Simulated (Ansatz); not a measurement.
# SiNi3: the cost of one run

Computed with Ansatz 0.2.0 (DFT PBE, scalar-relativistic, plane waves, PAW, unless a step's input says otherwise).

The COD entry's cell or inner coordinates are ideal or old and differ from later refinements, so a difference from it is no clean test against experiment.

4 further runs of the same task are left out: 1 that didn't finish, 3 set aside as unsound or not needed.

### Step 1. Starting point

It takes space group Pm-3m (No. 221, cubic). Conventional cell: a = 3.506 Å, b = 3.506 Å, c = 3.506 Å, α = 90.00°, β = 90.00°, γ = 90.00°. Si (site symmetry m-3m) has 12 Ni at 2.48 Å in its first shell of neighbours. Around Ni (site symmetry 4/mmm) lie 4 Si at 2.48 Å and 8 Ni at 2.48 Å.

Coordinates:

```cif
data_structure
_symmetry_space_group_name_H-M 'P 1'
_symmetry_Int_Tables_number 1
_cell_length_a 3.5063
_cell_length_b 3.5063
_cell_length_c 3.5063
_cell_angle_alpha 90.000
_cell_angle_beta 90.000
_cell_angle_gamma 90.000
_cell_volume 43.11
loop_
_atom_site_label
_atom_site_type_symbol
_atom_site_fract_x
_atom_site_fract_y
_atom_site_fract_z
_atom_site_occupancy
Si1 Si 0.00000 0.00000 0.00000 1
Ni1 Ni 0.00000 0.50000 0.50000 1
Ni2 Ni 0.50000 0.00000 0.50000 1
Ni3 Ni 0.50000 0.50000 0.00000 1
```

It is the result of an earlier relaxation at this level (volume 10.78 Å³/atom; gap on the mesh: none (metal)).

### Step 2. Building the (111) antiphase boundary, shift by [0.5, 0.5, 0] of the cube

The upper half of the cell takes the other sublattice, which makes two boundaries. Atoms and height relax; energies count from the bulk on a matched mesh, -4539.2002 eV an atom.

The cell holds 6 Si, 18 Ni: a = 4.959 Å, b = 4.959 Å, c = 12.146 Å, α = 90.00°, β = 90.00°, γ = 120.00°.

### Step 3. Relaxation

Contents of input.yaml:

```yaml
crystal:
  lattice:
    - [4.9586111077, 0.0, 0.0]
    - [-2.4793055538, 4.2942831867, 0.0]
    - [0.0, 0.0, 12.1460670467]
  atoms:
    - { symbol: Si, position: [0.0, 0.0, 0.0] }
    - { symbol: Si, position: [0.6666666667, 0.3333333333, 0.1666666667] }
    - { symbol: Si, position: [0.3333333333, 0.6666666667, 0.3333333333] }
    - { symbol: Ni, position: [0.5, 0.5, 0.5] }
    - { symbol: Ni, position: [0.8333333333, 0.1666666667, 0.3333333333] }
    - { symbol: Ni, position: [0.1666666667, 0.8333333333, 0.1666666667] }
    - { symbol: Ni, position: [0.5, 0.0, 0.5] }
    - { symbol: Ni, position: [0.1666666667, 0.3333333333, 0.1666666667] }
    - { symbol: Ni, position: [0.8333333333, 0.6666666667, 0.3333333333] }
    - { symbol: Ni, position: [0.0, 0.5, 0.0] }
    - { symbol: Ni, position: [0.6666666667, 0.8333333333, 0.1666666667] }
    - { symbol: Ni, position: [0.3333333333, 0.1666666667, 0.3333333333] }
    - { symbol: Ni, position: [0.0, 1.0, 0.5] }
    - { symbol: Ni, position: [0.6666666667, 0.3333333333, 0.6666666667] }
    - { symbol: Ni, position: [0.3333333333, 0.6666666667, 0.8333333333] }
    - { symbol: Ni, position: [0.5, 0.5, 0.0] }
    - { symbol: Ni, position: [0.8333333333, 0.1666666667, 0.8333333333] }
    - { symbol: Ni, position: [0.1666666667, 0.8333333333, 0.6666666667] }
    - { symbol: Ni, position: [0.5, 0.0, 0.0] }
    - { symbol: Ni, position: [0.1666666667, 0.3333333333, 0.6666666667] }
    - { symbol: Ni, position: [0.8333333333, 0.6666666667, 0.8333333333] }
    - { symbol: Si, position: [0.0, 0.5, 0.5] }
    - { symbol: Si, position: [0.6666666667, 0.8333333333, 0.6666666667] }
    - { symbol: Si, position: [0.3333333333, 0.1666666667, 0.8333333333] }
basis:
  ecutwfc: 420
kpoints:
  mp_grid: { grid: [12, 12, 3] }
hamiltonian:
  xc: pbe
scf:
  occupations: { method: gaussian, width: 0.1 }
output:
  forces: true
  stress: true
  eigenvalues: true
  populations: true
  write_density: true
  write_potential: true
  elf: true
  volumetric_format: npy
relax:
  adjacent_minimum: "off"
  f_tol: 0.02
  max_steps: 45
  cell: { fix: [a, b, alpha, beta, gamma], stress_tol: 0.1 }
```

Command:

```console
$ ansatz run input.yaml --threads 4 --pin off --max-ram 11264MiB --backend cpu --events-out ev --progress --plain --runs-dir out
```

**Question.** How long does this run take on 4 threads of Arm Neoverse V2, shared host, and how much memory does it need?

About 14 min, with a peak of 4.6 GiB.
